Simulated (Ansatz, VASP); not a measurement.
## One calculation of BeTe, two programs

```
Be Te
1.0
     0.00000    2.82862    2.82862
     2.82862    0.00000    2.82862
     2.82862    2.82862    0.00000
Be Te
1 1
Direct
  0.00000 0.00000 0.00000
  0.25000 0.25000 0.25000
```

Alike in both runs: task single point; functional r2SCAN; k mesh 8 × 8 × 8; no spin polarisation.

|  | VASP | Ansatz |
| --- | --- | --- |
| version | VASP 6.6.1 | Ansatz 0.2.0 |
| potentials or method | VASP PAW PBE potentials, release 64 (Be, Te) | plane waves, PAW |
| plane-wave cutoff (eV) | 520 | 500 |
| occupations | gaussian, width 0.01 eV | fixed |
| valence electrons in the cell | 8 | 18 |

Ansatz gave:

| Item | Value |
| --- | --- |
| gap on the k mesh at the Fermi level (eV) | 2.38 |
| pressure (GPa) | 0.0 |

Question: Which values does VASP return?

Answer: gap on the k mesh at the Fermi level (eV): 2.37; pressure (GPa): 0.2.

The two sets of potentials don't hold the same shells in valence.

Caveats: the PAW data sets were made with another functional, which shifts forces and pressure a little (VASP); spin-orbit coupling is left out, which moves the levels of the heavy elements. A k mesh can miss the band edges. r2SCAN opens gaps a little over a GGA but as a rule still falls short of measured ones.
